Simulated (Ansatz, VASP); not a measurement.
## One calculation of Al2Cu, two programs

File INCAR:

```
SYSTEM = Al2Cu
  PREC = Accurate
  ENCUT = 520
  EDIFF = 1E-7
  ISMEAR = 0
  SIGMA = 0.15
  LREAL = .False.
  LASPH = .True.
  NELM = 100
  ALGO = Fast
  ISIF = 2
  LWAVE = .False.
  LCHARG = .True.
  GGA = PS
  LELF = .True.
  LVHAR = .True.
  NBANDS = 16
```

Contents of KPOINTS:

```
regular mesh
0
Gamma
  10 10 14
  0 0 0
```

File POSCAR:

```
Al2Cu
1.0
    4.0366268726      0.0000000000      0.0000000000
    0.0000000000      4.0366268726      0.0000000000
    0.0000000000      0.0000000000      2.9122037200
Al Cu
2 1
Direct
    0.5024873978      0.0000000000      0.5000000000
   -0.0363105904      0.5000000000      0.5000000000
    0.0143612780      0.0000000000      0.0000000000
```

Input for Ansatz:

```yaml
crystal:
  lattice:
    - [4.0366268726, 0.0, 0.0]
    - [0.0, 4.0366268726, 0.0]
    - [0.0, 0.0, 2.91220372]
  atoms:
    - { symbol: Al, position: [0.5024873978, 0.0, 0.5] }
    - { symbol: Al, position: [-0.0363105904, 0.5, 0.5] }
    - { symbol: Cu, position: [0.014361278, 0.0, 0.0] }
basis:
  ecutwfc: 520.0
kpoints:
  mp_grid: { grid: [10, 10, 14] }
hamiltonian:
  xc: pbesol
  pseudopotentials: { kind: paw, azcp: { folder: soft_1 } }
scf:
  occupations: { method: gaussian, width: 0.15 }
output:
  forces: true
  stress: true
  eigenvalues: true
```

Change from the starting cell: mode 4 frozen in at -0.148 Å, strain +e along z and -e/2 along x and y +0.0233.

Alike in both runs: task single point; functional PBEsol; k mesh 10 × 10 × 14; occupations gaussian, width 0.15 eV; no spin polarisation.

```csv
,VASP,Ansatz
version,VASP 6.6.1,Ansatz 0.2.0
potentials or method,"VASP PAW PBE potentials, release 64 (Al, Cu)","scalar-relativistic, plane waves, PAW"
plane-wave cutoff (eV),520,520
valence electrons in the cell,17,25
```

```tsv
	VASP	Ansatz	Ansatz less VASP
gap on the k mesh at the Fermi level (eV)	none	none	-
pressure (GPa)	0.7	0.5	-0.18
largest component of the traceless stress (GPa)	2.92	2.96	+0.047
rms of the force components (eV/Å)	0.170	0.171	+0.0012
```

Atom by atom the forces differ by 0.001 eV/Å (rms over components). A gap of «none» marks a metal or a gap that the smearing closes. The functional is the same, so the differences come from potentials, cutoffs and numerics. The two sets of potentials don't hold the same shells in valence. Ansatz warned: «pseudo_functional_mismatch».

Caveats: the PAW data sets were made with another functional, which shifts forces and pressure a little (VASP).
